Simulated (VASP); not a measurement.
# Si in VASP: settings compared

The runs below take Si through work function, with BLYP, PW91.

Program: VASP 6.6.1. These are calculated values, not measurements. Logs are shortened: lines on timing, memory, paths and dates and some standing lists are left out, and cuts for length are marked.

### 1 The structure

The cell holds a slab with vacuum, 8 atoms: a = 3.840 Å, b = 3.840 Å, c = 25.191 Å, α = 90.00°, β = 90.00°, γ = 120.00°.

The slab is cut from a database's or a generator's crystal, which needn't be the stable form of the element.

### 2 Work function, BLYP

Contents of INCAR:

```
PREC = Accurate
ENCUT = 520
EDIFF = 1E-6
ISMEAR = -1
SIGMA = 0.05
LREAL = F
LASPH = T
NELM = 60
ALGO = Fast
ISIF = 2
LWAVE = F
LCHARG = T
LDIPOL = T
IDIPOL = 3
DIPOL = 0.5 0.5 0.500
GGA = B5
ALDAX = 1.0
AGGAX = 1.0
AGGAC = 1.0
ALDAC = 0.0
LELF = T
LVHAR = T
LVACPOTAV = T
```

Contents of KPOINTS:

```
regular mesh
0
Gamma
  6 6 1
```

Contents of POSCAR:

```
Si
1.0
    3.8402545022      0.0000000000      0.0000000000
   -1.9201272511      3.3257579559      0.0000000000
    0.0000000000      0.0000000000     25.1905526806
Si
8
Direct
    0.3333333333      0.6666666667      0.2977306649
    0.0000000000      0.0000000000      0.3288490242
    0.0000000000      0.0000000000      0.4222041019
    0.6666666667      0.3333333333      0.4533224611
    0.6666666667      0.3333333333      0.5466775389
    0.3333333333      0.6666666667      0.5777958981
    0.3333333333      0.6666666667      0.6711509758
    0.0000000000      0.0000000000      0.7022693351
```

Potentials or basis: VASP PAW PBE potentials, release 64 (Si).

On the command line:

```console
cat potpaw_PBE.64/Si/POTCAR > POTCAR
mpirun -np 1 vasp_std > vasp.out
```

OUTCAR:

```text
PREC = Accurate
   ENCUT = 520
   EDIFF = 1E-6
   ISMEAR = -1
   LREAL = F
   LASPH = T
   NELM = 60
   ISIF = 2
   GGA = B5

 ion  position               nearest neighbor table
   1  0.333  0.667  0.298-   2 2.35   2 2.35   2 2.35
   2  0.000  0.000  0.329-   3 2.35   1 2.35   1 2.35   1 2.35
   3  0.000  0.000  0.422-   4 2.35   2 2.35   4 2.35   4 2.35
   4  0.667  0.333  0.453-   3 2.35   3 2.35   3 2.35   5 2.35
   5  0.667  0.333  0.547-   6 2.35   6 2.35   6 2.35   4 2.35
   6  0.333  0.667  0.578-   5 2.35   5 2.35   7 2.35   5 2.35
   7  0.333  0.667  0.671-   6 2.35   8 2.35   8 2.35   8 2.35
   8  0.000  0.000  0.702-   7 2.35   7 2.35   7 2.35

  LATTYP: Found a hexagonal cell.
 ALAT       =     3.8402545022
 C/A-ratio  =     6.5596050122

  Lattice vectors:

 A1 = (   3.8402545022,   0.0000000000,   0.0000000000)
 A2 = (  -1.9201272511,   3.3257579559,   0.0000000000)
 A3 = (   0.0000000000,   0.0000000000,  25.1905526806)

Analysis of symmetry for initial positions (statically):
=====================================================================
 Subroutine PRICEL returns:
 Original cell was already a primitive cell.

 Routine SETGRP: Setting up the symmetry group for a
 hexagonal supercell.

 Subroutine GETGRP returns: Found 12 space group operations
 (whereof  6 operations were pure point group operations)
 out of a pool of 24 trial point group operations.

The static configuration has the point symmetry C_3v.
 The point group associated with its full space group is D_3d.

Analysis of symmetry for dynamics (positions and initial velocities):
=====================================================================
 Subroutine PRICEL returns:
 Original cell was already a primitive cell.

 Routine SETGRP: Setting up the symmetry group for a
 hexagonal supercell.

 Subroutine GETGRP returns: Found 12 space group operations
 (whereof  6 operations were pure point group operations)
 out of a pool of 24 trial point group operations.

The dynamic configuration has the point symmetry C_3v.
 The point group associated with its full space group is D_3d.

 Subroutine INISYM returns: Found 12 space group operations
 (whereof  6 operations are pure point group operations),
 and found     1 'primitive' translations

----------------------------------------------------------------------------------------

                                     Primitive cell

[... 95 lines left out ...]
   NELECT =      32.0000    total number of electrons
   NUPDOWN=      -1.0000    fix difference up-down
   EMIN   =  10.00;   EMAX   =-10.00  energy-range for DOS
   EFERMI =   0.00;   METHOD = LEGACY
   ISMEAR =    -1;   SIGMA  =   0.05  broadening in eV -4-tet -1-fermi 0-gaus
   EFERMI_NEDOS =   21; number of points for ismear=-14 and -15
   IALGO  =     68    algorithm
   IMIX   =      4    mixing-type and parameters
     AMIX     =   0.40;   BMIX     =  1.00
     AMIX_MAG =   1.60;   BMIX_MAG =  1.00
  volume/ion in A,a.u.               =      40.22       271.39
  Fermi-wavevector in a.u.,A,eV,Ry     =   0.758511  1.433378  7.827967  0.575339
  Thomas-Fermi vector in A             =   1.857098
   LORBIT       =      0    0 simple, 1 ext, 2 COOP (PROOUT), +10 PAW based schemes
   GGA     = B5    functional components
   LHFCALC =     F    Hartree Fock is set to
   AEXX    =    0.0000 exact exchange contribution
   IVDW    =     0    specifies the selected vdW correction
   LEPSILON=     F    determine dielectric tensor
   LRPA    =     F    only Hartree local field effects (RPA)
 non-spin polarized calculation
 RMM-DIIS sequential band-by-band and
  energy-cutoff  :      520.00
  volume of cell :      321.73
 maximum number of plane-waves:      8757
 NGX is ok and might be reduce to    30
   NGX = 15   NGY = 15   NGZ = 93

 dipolmoment           0.000000      0.000000      0.000000 electrons x Angstroem

 number of electron      32.0000002 magnetization

 dipolmoment           0.000000      0.000000     -0.000000 electrons x Angstroem

 Free energy of the ion-electron system (eV)
  ---------------------------------------------------
  ext. energy  EPLUGINS =         0.00000000
  ---------------------------------------------------
  free energy    TOTEN  =       -35.51844511 eV

  energy without entropy =      -35.45413577  energy(sigma->0) =      -35.48629044

 E-fermi :   0.8336     XC(G=0):  -4.9116

 val. band max:        0.7648305848   @ k =   0.1667  -0.0000   0.0000
 cond. band min:       0.8422783192   @ k =   0.3333   0.1667   0.0000
 fundamental gap:      0.0774477344
 Fermi energy:         0.8336006786

 k-point     1 :       0.0000    0.0000    0.0000
  band No.  band energies     occupation
      1     -10.9996      2.00000
      2     -10.4019      2.00000
      3      -9.6189      2.00000
      4      -9.0289      2.00000
      5      -5.4611      2.00000
      6      -3.8424      2.00000
[... 157 lines left out ...]
     20       3.5356      0.00000
     21       4.5544      0.00000

------------------------ aborting loop because EDIFF is reached ----------------------------------------

  FORCE on cell =-STRESS in cart. coord.  units (eV):
  Direction    XX          YY          ZZ          XY          YZ          ZX
  --------------------------------------------------------------------------------------
  -------------------------------------------------------------------------------------
  Total        4.4605630      4.4605630      3.9517175      0.0000000      0.0000000      0.0000000
  in kB       22.2132406     22.2132406     19.6792315      0.0000000      0.0000000      0.0000000
  external PRESSURE =      21.3685709 kB  Pullay stress =       0.0000000 kB

 VOLUME and BASIS-vectors are now :
 -----------------------------------------------------------------------------
  energy-cutoff  :      520.00
  volume of cell :      321.73
      direct lattice vectors                 reciprocal lattice vectors
     3.840254502  0.000000000  0.000000000     0.260399408  0.150341668  0.000000000
    -1.920127251  3.325757956  0.000000000     0.000000000  0.300683337  0.000000000
     0.000000000  0.000000000 25.190552681     0.000000000  0.000000000  0.039697422

 POSITION                                       TOTAL-FORCE (eV/Angst)
 -----------------------------------------------------------------------------------
     -0.00000      2.21717      7.50000         0.000000      0.000000      0.301596
      0.00000      0.00000      8.28389         0.000000     -0.000000     -0.890601
      0.00000      0.00000     10.63555        -0.000000      0.000000      0.269583
      1.92013      1.10859     11.41944        -0.000000      0.000000     -0.176215
      1.92013      1.10859     13.77111        -0.000000      0.000000      0.176215
     -0.00000      2.21717     14.55500         0.000000      0.000000     -0.269583
     -0.00000      2.21717     16.90666        -0.000000      0.000000      0.890601
      0.00000      0.00000     17.69055        -0.000000      0.000000     -0.301596
 -----------------------------------------------------------------------------------
    total drift:                                0.000000     -0.000000     -0.000000

  FREE ENERGIE OF THE ION-ELECTRON SYSTEM (eV)
  ---------------------------------------------------
  free  energy   TOTEN  =       -35.5184451071 eV

  energy  without entropy=      -35.4541357717  energy(sigma->0) =      -35.48629044

 vacuum level on the upper side and lower side of the slab         5.362         5.362
```

OSZICAR:

```text
N       E                     dE             d eps       ncg     rms          rms(c)
DAV:   1     0.155754898547E+03    0.15575E+03   -0.10941E+04   294   0.114E+03
DAV:   2    -0.241157540711E+02   -0.17987E+03   -0.17582E+03   437   0.189E+02
DAV:   3    -0.358621291785E+02   -0.11746E+02   -0.11520E+02   355   0.507E+01
[... 15 lines left out ...]
RMM:  19    -0.355184281277E+02   -0.14971E-05   -0.70932E-05   310   0.479E-02    0.140E-03
RMM:  20    -0.355184419707E+02   -0.13843E-04   -0.44837E-05   287   0.382E-02    0.925E-04
RMM:  21    -0.355184429413E+02   -0.97067E-06   -0.13765E-05   260   0.245E-02    0.654E-04
RMM:  22    -0.355184456654E+02   -0.27241E-05   -0.70525E-06   227   0.202E-02    0.299E-04
RMM:  23    -0.355184451071E+02    0.55830E-06   -0.29684E-06   198   0.116E-02
   1 F= -.35518445E+02 E0= -.35486290E+02  d E =-.643093E-01
```

Wall time 1.8 min (1 thread of Intel Xeon 6975P-C (Granite Rapids), shared host); peak memory 0.38 GiB.

What came out:

```
Free energy                     : -35.5184 eV
Largest force                   : 0.891 eV/Å
Band gap on the k mesh          : none (metal or under the smearing width)
Work function of the upper face : 4.53 eV
Work function of the lower face : 4.53 eV
```

Forces on the atoms (eV/Å):
```
Si   0.000  0.000  0.302
Si   0.000  0.000 -0.891
Si   0.000  0.000  0.270
Si   0.000  0.000 -0.176
Si   0.000  0.000  0.176
Si   0.000  0.000 -0.270
Si   0.000  0.000  0.891
Si   0.000  0.000 -0.302
```

Levels at points of the mesh, in eV from the Fermi level:
```csv
k point,band 12,band 13,band 14,band 15,band 16,band 17,band 18,band 19,band 20,band 21
"(0.00, 0.00, 0.00)",-0.34,-0.34,-0.29,-0.12,-0.12,0.65,1.64,2.06,2.81,2.91
"(0.50, 0.00, 0.00)",-2.34,-2.27,-1.69,-1.36,-0.43,0.10,1.05,1.51,1.76,2.18
```

Caveat: the PAW data sets were made with another functional, which shifts forces and pressure a little.

### 3 Work function, PW91

INCAR, as its differences from that of step 2:

```diff
@@ -15,7 +15,3 @@
 DIPOL = 0.5 0.5 0.500
-GGA = B5
-ALDAX = 1.0
-AGGAX = 1.0
-AGGAC = 1.0
-ALDAC = 0.0
+GGA = 91
 LELF = T
```

KPOINTS is that of step 2.

POSCAR is that of step 2.

Potentials or basis: VASP PAW PBE potentials, release 64 (Si).

On the command line:

```console
cat potpaw_PBE.64/Si/POTCAR > POTCAR
mpirun -np 1 vasp_std > vasp.out
```

OUTCAR:

```text
PREC = Accurate
   ENCUT = 520
   EDIFF = 1E-6
   ISMEAR = -1
   LREAL = F
   LASPH = T
   NELM = 60
   ISIF = 2
   GGA = 91

 ion  position               nearest neighbor table
   1  0.333  0.667  0.298-   2 2.35   2 2.35   2 2.35
   2  0.000  0.000  0.329-   3 2.35   1 2.35   1 2.35   1 2.35
   3  0.000  0.000  0.422-   4 2.35   2 2.35   4 2.35   4 2.35
   4  0.667  0.333  0.453-   3 2.35   3 2.35   3 2.35   5 2.35
   5  0.667  0.333  0.547-   6 2.35   6 2.35   6 2.35   4 2.35
   6  0.333  0.667  0.578-   5 2.35   5 2.35   7 2.35   5 2.35
   7  0.333  0.667  0.671-   6 2.35   8 2.35   8 2.35   8 2.35
   8  0.000  0.000  0.702-   7 2.35   7 2.35   7 2.35

  LATTYP: Found a hexagonal cell.
 ALAT       =     3.8402545022
 C/A-ratio  =     6.5596050122

  Lattice vectors:

 A1 = (   3.8402545022,   0.0000000000,   0.0000000000)
 A2 = (  -1.9201272511,   3.3257579559,   0.0000000000)
 A3 = (   0.0000000000,   0.0000000000,  25.1905526806)

Analysis of symmetry for initial positions (statically):
[... 183 lines left out ...]
  band No.  band energies     occupation
      1     -11.4080      2.00000
      2     -10.8129      2.00000
      3     -10.0281      2.00000
      4      -9.4161      2.00000
      5      -5.8878      2.00000
      6      -4.2525      2.00000
[... 157 lines left out ...]
     20       3.0453      0.00000
     21       4.0487      0.00000

------------------------ aborting loop because EDIFF is reached ----------------------------------------

  FORCE on cell =-STRESS in cart. coord.  units (eV):
  Direction    XX          YY          ZZ          XY          YZ          ZX
  --------------------------------------------------------------------------------------
  -------------------------------------------------------------------------------------
  Total        1.1832255      1.1832255      1.2283847     -0.0000000     -0.0000000      0.0000000
  in kB        5.8923665      5.8923665      6.1172558     -0.0000000     -0.0000000      0.0000000
  external PRESSURE =       5.9673296 kB  Pullay stress =       0.0000000 kB

 VOLUME and BASIS-vectors are now :
 -----------------------------------------------------------------------------
  energy-cutoff  :      520.00
  volume of cell :      321.73
      direct lattice vectors                 reciprocal lattice vectors
     3.840254502  0.000000000  0.000000000     0.260399408  0.150341668  0.000000000
    -1.920127251  3.325757956  0.000000000     0.000000000  0.300683337  0.000000000
     0.000000000  0.000000000 25.190552681     0.000000000  0.000000000  0.039697422

 POSITION                                       TOTAL-FORCE (eV/Angst)
 -----------------------------------------------------------------------------------
     -0.00000      2.21717      7.50000        -0.000000     -0.000000      0.498776
      0.00000      0.00000      8.28389         0.000000      0.000000     -0.798902
      0.00000      0.00000     10.63555        -0.000000      0.000000      0.242934
      1.92013      1.10859     11.41944        -0.000000      0.000000     -0.165122
      1.92013      1.10859     13.77111         0.000000     -0.000000      0.165122
     -0.00000      2.21717     14.55500         0.000000     -0.000000     -0.242934
     -0.00000      2.21717     16.90666        -0.000000     -0.000000      0.798902
      0.00000      0.00000     17.69055         0.000000      0.000000     -0.498776
 -----------------------------------------------------------------------------------
    total drift:                                0.000000     -0.000000     -0.000000

  FREE ENERGIE OF THE ION-ELECTRON SYSTEM (eV)
  ---------------------------------------------------
  free  energy   TOTEN  =       -40.6935725321 eV

  energy  without entropy=      -40.6318515086  energy(sigma->0) =      -40.66271202

 vacuum level on the upper side and lower side of the slab         5.281         5.281
```

Run time: 63 s. Hardware: 1 thread of Intel Xeon 6975P-C (Granite Rapids), shared host; peak memory 0.39 GiB.

Results:

```yaml
Free_energy: -40.6936 eV
Largest_force: 0.799 eV/Å
Band_gap_on_the_k_mesh: none (metal or under the smearing width)
Work_function_of_the_upper_face: 4.86 eV
Work_function_of_the_lower_face: 4.86 eV
```

Forces on the atoms (eV/Å):
```
Si   0.000  0.000  0.499
Si   0.000  0.000 -0.799
Si   0.000  0.000  0.243
Si   0.000  0.000 -0.165
Si   0.000  0.000  0.165
Si   0.000  0.000 -0.243
Si   0.000  0.000  0.799
Si   0.000  0.000 -0.499
```

Caveat: the PAW data sets were made with another functional, which shifts forces and pressure a little.
